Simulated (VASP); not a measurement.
# C in VASP: notebook

One slab, C, is run at these levels: PBE+D3(BJ); tasks: single point, relaxation of the atoms.

Program: VASP 6.6.1. These are calculated values, not measurements. Logs are shortened: lines on timing, memory, paths and dates and some standing lists are left out, and cuts for length are marked.

**1. The slab as given**

The cell holds a slab with vacuum, 10 atoms: a = 2.515 Å, b = 2.515 Å, c = 22.728 Å, α = 90.00°, β = 90.00°, γ = 120.00°.

The cell was built by a generator and needn't be a form met in nature.

**2. Single point, PBE+D3(BJ)**

File INCAR:

```
PREC = Accurate ; ENCUT = 520
EDIFF = 1E-6 ; ISMEAR = 0
SIGMA = 0.03 ; LREAL = F
LASPH = T ; NELM = 100
ALGO = Normal ; ISIF = 2
LWAVE = F ; LCHARG = T
LDIPOL = T ; IDIPOL = 3
DIPOL = 0.5 0.5 0.500 ; GGA = PE
IVDW = 12 ; LELF = T
LVHAR = T ; LVACPOTAV = T
NBANDS = 31
```

File KPOINTS:

```
Automatic mesh
0
Gamma
  12 12 1
```

File POSCAR:

```
C
1.0
    2.5150988256      0.0000000289      0.0000000000
   -1.2575494378      2.1781394616      0.0000000000
    0.0000000000      0.0000000000     22.7276612138
C
10
Direct
    1.0000000000      0.0000000000      0.3121894024
    0.6666666667      0.3333333333      0.3238821549
    0.6666666667      0.3333333333      0.3989243814
    0.3333333333      0.6666666667      0.4199639927
    0.3333333333      0.6666666667      0.4889166495
    0.0000000000      0.0000000000      0.5110862761
    0.0000000000      0.0000000000      0.5800385918
    0.6666666667      0.3333333333      0.6010783284
    0.6666666667      0.3333333333      0.6761202470
    0.3333333333      0.6666666667      0.6878131639
```

Potentials or basis: VASP PAW PBE potentials, release 64 (C).

Launch:

```
> cat potpaw_PBE.64/C/POTCAR > POTCAR
> mpirun -np 1 vasp_std > vasp.out
```

OUTCAR:

```text
PREC = Accurate
   ENCUT = 520
   EDIFF = 1E-6
   ISMEAR = 0
   LREAL = F
   LASPH = T
   NELM = 100
   ISIF = 2
   GGA = PE
   IVDW = 12
 IVDW          = 12

 ion  position               nearest neighbor table
   1  0.000  0.000  0.312-   2 1.48   2 1.48   2 1.48
   2  0.667  0.333  0.324-   1 1.48   1 1.48   1 1.48   3 1.71
   3  0.667  0.333  0.399-   4 1.53   4 1.53   4 1.53   2 1.71
   4  0.333  0.667  0.420-   3 1.53   3 1.53   3 1.53   5 1.57
   5  0.333  0.667  0.489-   6 1.54   6 1.54   6 1.54   4 1.57
   6  0.000  0.000  0.511-   5 1.54   5 1.54   5 1.54   7 1.57
   7  0.000  0.000  0.580-   8 1.53   8 1.53   8 1.53   6 1.57
   8  0.667  0.333  0.601-   7 1.53   7 1.53   7 1.53   9 1.71
   9  0.667  0.333  0.676-  10 1.48  10 1.48  10 1.48   8 1.71
  10  0.333  0.667  0.688-   9 1.48   9 1.48   9 1.48

  LATTYP: Found a hexagonal cell.
 ALAT       =     2.5150988256
 C/A-ratio  =     9.0364883409

  Lattice vectors:

 A1 = (   2.5150988256,   0.0000000289,   0.0000000000)
 A2 = (  -1.2575494378,   2.1781394616,   0.0000000000)
 A3 = (   0.0000000000,   0.0000000000,  22.7276612138)

Analysis of symmetry for initial positions (statically):
=====================================================================
 Subroutine PRICEL returns:
 Original cell was already a primitive cell.

 Routine SETGRP: Setting up the symmetry group for a
 hexagonal supercell.

 Subroutine GETGRP returns: Found 12 space group operations
 (whereof  6 operations were pure point group operations)
 out of a pool of 24 trial point group operations.

The static configuration has the point symmetry C_3v.
 The point group associated with its full space group is D_3d.

Analysis of symmetry for dynamics (positions and initial velocities):
=====================================================================
 Subroutine PRICEL returns:
 Original cell was already a primitive cell.

 Routine SETGRP: Setting up the symmetry group for a
 hexagonal supercell.

 Subroutine GETGRP returns: Found 12 space group operations
 (whereof  6 operations were pure point group operations)
 out of a pool of 24 trial point group operations.

The dynamic configuration has the point symmetry C_3v.
 The point group associated with its full space group is D_3d.

 Subroutine INISYM returns: Found 12 space group operations
 (whereof  6 operations are pure point group operations),
 and found     1 'primitive' translations

----------------------------------------------------------------------------------------

                                     Primitive cell

  volume of cell :     124.5075

  direct lattice vectors                    reciprocal lattice vectors
     2.515098826  0.000000029  0.000000000     0.397598688  0.229553716  0.000000000
    -1.257549438  2.178139462  0.000000000    -0.000000005  0.459107422  0.000000000
     0.000000000  0.000000000 22.727661214     0.000000000  0.000000000  0.043999248

  length of vectors
     2.515098826  2.515098826 22.727661214     0.459107422  0.459107422  0.043999248

  position of ions in fractional coordinates (direct lattice)
     0.000000000  0.000000000  0.312189402
     0.666666667  0.333333333  0.323882155
     0.666666667  0.333333333  0.398924381
     0.333333333  0.666666667  0.419963993
     0.333333333  0.666666667  0.488916649
     0.000000000  0.000000000  0.511086276
     0.000000000  0.000000000  0.580038592
     0.666666667  0.333333333  0.601078328
     0.666666667  0.333333333  0.676120247
     0.333333333  0.666666667  0.687813164

  ion indices of the primitive-cell ions
   primitive index   ion index
                 1           1
                 2           2
                 3           3
                 4           4
                 5           5
                 6           6
                 7           7
                 8           8
                 9           9
                10          10

----------------------------------------------------------------------------------------

 KPOINTS: Automatic mesh

Automatic generation of k-mesh.
 Grid dimensions read from file:
 generate k-points for:   12   12    1

 Generating k-lattice:

  Cartesian coordinates                     Fractional coordinates (reciprocal lattice)
     0.033133224  0.019129476  0.000000000     0.083333333 -0.000000000  0.000000000
    -0.000000000  0.038258952  0.000000000     0.000000000  0.083333333  0.000000000
     0.000000000  0.000000000  0.043999248     0.000000000  0.000000000  1.000000000

  Length of vectors
     0.038258952  0.038258952  0.043999248

  Shift w.r.t. Gamma in fractional coordinates (k-lattice)
     0.000000000  0.000000000  0.000000000

 Subroutine IBZKPT returns following result:
 ===========================================

 Found     19 irreducible k-points:

 Following reciprocal coordinates:
            Coordinates               Weight
  0.000000  0.000000  0.000000      1.000000
  0.083333  0.000000  0.000000      6.000000
  0.166667  0.000000  0.000000      6.000000
  0.250000  0.000000  0.000000      6.000000
  0.333333  0.000000  0.000000      6.000000
  0.416667  0.000000  0.000000      6.000000
[... 11 lines left out ...]
  0.333333  0.250000  0.000000     12.000000
  0.333333  0.333333  0.000000      2.000000
   k-points           NKPTS =     19   k-points in BZ     NKDIM =     19   number of bands    NBANDS=     31
   number of dos      NEDOS =    301   number of ions     NIONS =     10
   total plane-waves  NPLWV =  72000
   dimension x,y,z NGX =    20 NGY =   20 NGZ =  180
   dimension x,y,z NGXF=    40 NGYF=   40 NGZF=  360
   ions per type =              10
   NGX,Y,Z   is equivalent  to a cutoff of  13.22, 13.22, 13.17 a.u.
   NGXF,Y,Z  is equivalent  to a cutoff of  26.44, 26.44, 26.33 a.u.
 SYSTEM =  unknown system
   PREC   = accura    normal or accurate (medium, high low for compatibility)
   ISTART =      0    job   : 0-new  1-cont  2-samecut
   ICHARG =      2    charge: 1-file 2-atom 10-const
   ISPIN  =      1    spin polarized calculation?
   LNONCOLLINEAR =      F non collinear calculations
   LSORBIT =      F    spin-orbit coupling
   LASPH  =      T    aspherical Exc in radial PAW
   ENCUT  =  520.0 eV  38.22 Ry    6.18 a.u.   4.68  4.68 42.26*2*pi/ulx,y,z
   NELM   =    100;   NELMIN=  2; NELMDL= -5     # of ELM steps
   EDIFF  = 0.1E-05   stopping-criterion for ELM
   LREAL  =      F    real-space projection
   EDIFFG = 0.1E-04   stopping-criterion for IOM
   NSW    =      0    number of steps for IOM
   IBRION =     -1    ionic relax: 0-MD 1-quasi-New 2-CG
   NFREE  =      0    steps in history (QN), initial steepest desc. (CG)
   ISIF   =      2    stress and relaxation
   ISYM   =      2    0-nonsym 1-usesym 2-fastsym
   POTIM  = 0.5000    time-step for ionic-motion
   TEBEG  =    0.0;   TEEND  =   0.0 temperature during run
   PSTRESS=    0.0 pullay stress
   NELECT =      40.0000    total number of electrons
   NUPDOWN=      -1.0000    fix difference up-down
   EMIN   =  10.00;   EMAX   =-10.00  energy-range for DOS
   EFERMI =   0.00;   METHOD = LEGACY
   ISMEAR =     0;   SIGMA  =   0.03  broadening in eV -4-tet -1-fermi 0-gaus
   EFERMI_NEDOS =   21; number of points for ismear=-14 and -15
   IALGO  =     38    algorithm
   IMIX   =      4    mixing-type and parameters
     AMIX     =   0.40;   BMIX     =  1.00
     AMIX_MAG =   1.60;   BMIX_MAG =  1.00
  volume/ion in A,a.u.               =      12.45        84.02
  Fermi-wavevector in a.u.,A,eV,Ry     =   1.121234  2.118825 17.104783  1.257166
  Thomas-Fermi vector in A             =   2.257886
   LORBIT       =      0    0 simple, 1 ext, 2 COOP (PROOUT), +10 PAW based schemes
   GGA     = PE    functional components
   LHFCALC =     F    Hartree Fock is set to
   AEXX    =    0.0000 exact exchange contribution
   IVDW    =    12    specifies the selected vdW correction
   LEPSILON=     F    determine dielectric tensor
   LRPA    =     F    only Hartree local field effects (RPA)
 non-spin polarized calculation
 Gauss-broadening in eV      SIGMA  =   0.03
  energy-cutoff  :      520.00
  volume of cell :      124.51
 maximum number of plane-waves:      3378
 NGX is ok and might be reduce to    20
   NGX =  9   NGY =  9   NGZ = 85

 number of electron      40.0000001 magnetization

 dipolmoment           0.000000      0.000000     -0.000032 electrons x Angstroem

 Free energy of the ion-electron system (eV)
  ---------------------------------------------------
  ext. energy  EPLUGINS =         0.00000000
  ---------------------------------------------------
  free energy    TOTEN  =       -87.01496769 eV

  energy without entropy =      -87.01348276  energy(sigma->0) =      -87.01422522

 E-fermi :   2.3520     XC(G=0):  -6.7706

 val. band max:        2.3134793341   @ k =   0.0833   0.0000   0.0000
 cond. band min:       2.3771110750   @ k =   0.3333   0.0833   0.0000
 fundamental gap:      0.0636317409
 Fermi energy:         2.3519522104

 k-point     1 :       0.0000    0.0000    0.0000
  band No.  band energies     occupation
      1     -20.6486      2.00000
      2     -19.5564      2.00000
      3     -18.2789      2.00000
      4     -16.8575      2.00000
      5     -15.4921      2.00000
      6     -10.9144      2.00000
[... 23 lines left out ...]
     30       8.8373      0.00000
     31       8.8373      0.00000

 k-point     2 :       0.0833    0.0000    0.0000
  band No.  band energies     occupation
      1     -20.4772      2.00000
      2     -19.3868      2.00000
      3     -18.1124      2.00000
      4     -16.6965      2.00000
      5     -15.3393      2.00000
      6     -10.7608      2.00000
[... 570 lines left out ...]
 k-point    19 :       0.3333    0.3333    0.0000
  band No.  band energies     occupation
      1     -13.4582      2.00000
      2     -13.4575      2.00000
      3     -12.7687      2.00000
      4     -12.6103      2.00000
      5     -11.0051      2.00000
      6     -11.0047      2.00000
[... 23 lines left out ...]
     30      13.2851      0.00000
     31      14.3116      0.00000

------------------------ aborting loop because EDIFF is reached ----------------------------------------

 Edisp (eV)   -1.63476

 E8    (eV) :    -0.4855

  FORCE on cell =-STRESS in cart. coord.  units (eV):
  Direction    XX          YY          ZZ          XY          YZ          ZX
  --------------------------------------------------------------------------------------
  -------------------------------------------------------------------------------------
  Total       0.23194     0.23194     0.10972     0.00000     0.00000    -0.00000
  in kB       2.98468     2.98468     1.41185     0.00000     0.00000    -0.00000
  external pressure =        2.46 kB  Pullay stress =        0.00 kB

 VOLUME and BASIS-vectors are now :
 -----------------------------------------------------------------------------
  energy-cutoff  :      520.00
  volume of cell :      124.51
      direct lattice vectors                 reciprocal lattice vectors
     2.515098826  0.000000029  0.000000000     0.397598688  0.229553716  0.000000000
    -1.257549438  2.178139462  0.000000000    -0.000000005  0.459107422  0.000000000
     0.000000000  0.000000000 22.727661214     0.000000000  0.000000000  0.043999248

 POSITION                                       TOTAL-FORCE (eV/Angst)
 -----------------------------------------------------------------------------------
      0.00000      0.00000      7.09533        -0.000000      0.000000     -0.015538
      1.25755      0.72605      7.36108         0.000000      0.000000      0.002903
      1.25755      0.72605      9.06662         0.000000     -0.000000     -0.018840
     -0.00000      1.45209      9.54480         0.000000      0.000000      0.003584
     -0.00000      1.45209     11.11193        -0.000000     -0.000000     -0.002890
      0.00000      0.00000     11.61580         0.000000      0.000000      0.002890
      0.00000      0.00000     13.18292        -0.000000      0.000000     -0.003584
      1.25755      0.72605     13.66110        -0.000000      0.000000      0.018840
      1.25755      0.72605     15.36663         0.000000      0.000000     -0.002903
     -0.00000      1.45209     15.63238         0.000000     -0.000000      0.015538
 -----------------------------------------------------------------------------------
    total drift:                               -0.000000      0.000000     -0.005945

  FREE ENERGIE OF THE ION-ELECTRON SYSTEM (eV)
  ---------------------------------------------------
  free  energy   TOTEN  =       -88.6497230344 eV

  energy  without entropy=      -88.6482381061  energy(sigma->0) =      -88.64898057

 vacuum level on the upper side and lower side of the slab         7.185         7.186
```

Run time: 91 s. Hardware: 1 thread of Intel Xeon Platinum 8488C (Sapphire Rapids), shared host; peak memory 0.26 GiB.

Results:

```yaml
Free_energy: -88.6497 eV
Largest_force: 0.019 eV/Å
Band_gap_on_the_k_mesh: none (metal or under the smearing width)
Dispersion_energy_per_atom: -0.163 eV
Work_function_of_the_upper_face: 4.83 eV
Work_function_of_the_lower_face: 4.83 eV
```

Forces in eV/Å, atoms in the order of the input:
```
C    0.000  0.000 -0.016
C    0.000  0.000  0.003
C    0.000  0.000 -0.019
C    0.000  0.000  0.004
C    0.000  0.000 -0.003
C    0.000  0.000  0.003
C    0.000  0.000 -0.004
C    0.000  0.000  0.019
C    0.000  0.000 -0.003
C    0.000  0.000  0.016
```

Levels at points of the mesh, in eV from the Fermi level:
```tsv
k point	band 17	band 18	band 19	band 20	band 21	band 22	band 23	band 24
(0.00, 0.00, 0.00)	-2.71	-2.23	-2.23	-0.18	1.20	4.39	4.43	4.62
(0.50, 0.00, 0.00)	-5.71	-5.09	-5.04	-0.24	-0.14	3.18	3.69	4.20
```

**3. Relaxation of the atoms, PBE+D3(BJ)**

File INCAR:

```
ALGO = Normal
DIPOL = 0.5 0.5 0.500
EDIFF = 1E-6
EDIFFG = -0.01
ENCUT = 520
GGA = PE
IBRION = 2
IDIPOL = 3
ISIF = 2
ISMEAR = 0
IVDW = 12
LASPH = True
LCHARG = False
LDIPOL = True
LREAL = False
LWAVE = False
NELM = 100
NSW = 80
PREC = Accurate
SIGMA = 0.03
```

File KPOINTS:

```
k-points
0
Gamma
  12 12 1
```

File POSCAR:

```
C
1.0
    2.5150987884      0.0000000000      0.0000000000
   -1.2575494442      2.1781395082      0.0000000000
    0.0000000000      0.0000000000     22.7276612138
C
10
Direct
    1.0000000000      0.0000000000      0.3079947353
    0.6666670000      0.3333330000      0.3305861759
    0.6666670000      0.3333330000      0.3983517055
    0.3333330000      0.6666670000      0.4209387501
    0.3333330000      0.6666670000      0.4887086758
    0.0000000000      0.0000000000      0.5112957203
    0.0000000000      0.0000000000      0.5790612499
    0.6666670000      0.3333330000      0.6016526905
    0.6666670000      0.3333330000      0.6694182202
    0.3333330000      0.6666670000      0.6920052647
```

Potentials or basis: VASP PAW PBE potentials, release 64 (C).

Launch:

```
> cat potpaw_PBE.64/C/POTCAR > POTCAR
> mpirun -np 1 vasp_std > vasp.out
```

Run time: 8.8 min. Hardware: 1 thread of Intel Xeon Platinum 8488C (Sapphire Rapids), shared host; peak memory 0.28 GiB.

Results (log left out):

| Property | Result |
| --- | --- |
| Free energy | -88.6504 eV |
| Energy gained by relaxing | 101.2 meV/atom |
| Ionic steps | 21 |
| Largest force after relaxing | 0.009 eV/Å |
| Band gap on the k mesh | none (metal or under the smearing width) |
| Dispersion energy per atom | -0.163 eV |

Forces on the atoms (eV/Å):
```
C    0.000  0.000  0.008
C    0.000  0.000 -0.007
C    0.000  0.000  0.005
C    0.000  0.000  0.002
C    0.000  0.000  0.009
C    0.000  0.000 -0.009
C    0.000  0.000 -0.002
C    0.000  0.000 -0.005
C    0.000  0.000  0.007
C    0.000  0.000 -0.008
```

Step by step:
```csv
step,energy change (eV),largest force (eV/Å),pressure (GPa)
1,0.0000,4.6162,-0.60
2,-0.6982,2.1343,2.19
3,-1.0061,0.2370,0.86
4,-1.0060,0.2370,0.82
5,-1.0071,0.2795,0.72
6,-1.0088,0.1187,0.76
7,-1.0099,0.0575,0.72
8,-1.0099,0.0599,0.71
9,-1.0101,0.0498,0.65
10,-1.0101,0.0442,0.67
11,-1.0104,0.0459,0.58
12,-1.0106,0.0636,0.48
13,-1.0105,0.0979,0.30
14,-1.0106,0.0741,0.43
15,-1.0109,0.0662,0.38
16,-1.0114,0.0406,0.25
17,-1.0112,0.0659,-0.02
18,-1.0115,0.0325,0.14
19,-1.0115,0.0348,0.13
20,-1.0115,0.0416,0.13
21,-1.0116,0.0091,0.13
```

Final structure:
```
C
1.0
     2.51510    0.00000    0.00000
    -1.25755    2.17814    0.00000
     0.00000    0.00000   22.72766
C
10
Direct
  0.00000 0.00000 0.31203
  0.66667 0.33333 0.32378
  0.66667 0.33333 0.39882
  0.33333 0.66667 0.41989
  0.33333 0.66667 0.48890
  0.00000 0.00000 0.51110
  0.00000 0.00000 0.58011
  0.66667 0.33333 0.60119
  0.66667 0.33333 0.67623
  0.33333 0.66667 0.68797
```

Levels at points of the mesh, in eV from the Fermi level:
| k point | band 18 | band 19 | band 20 | band 21 | band 22 | band 23 |
| --- | --- | --- | --- | --- | --- | --- |
| (0.00, 0.00, 0.00) | -2.22 | -2.22 | -0.19 | 1.20 | 4.39 | 4.45 |
| (0.50, 0.00, 0.00) | -5.09 | -5.03 | -0.25 | -0.14 | 3.19 | 3.69 |
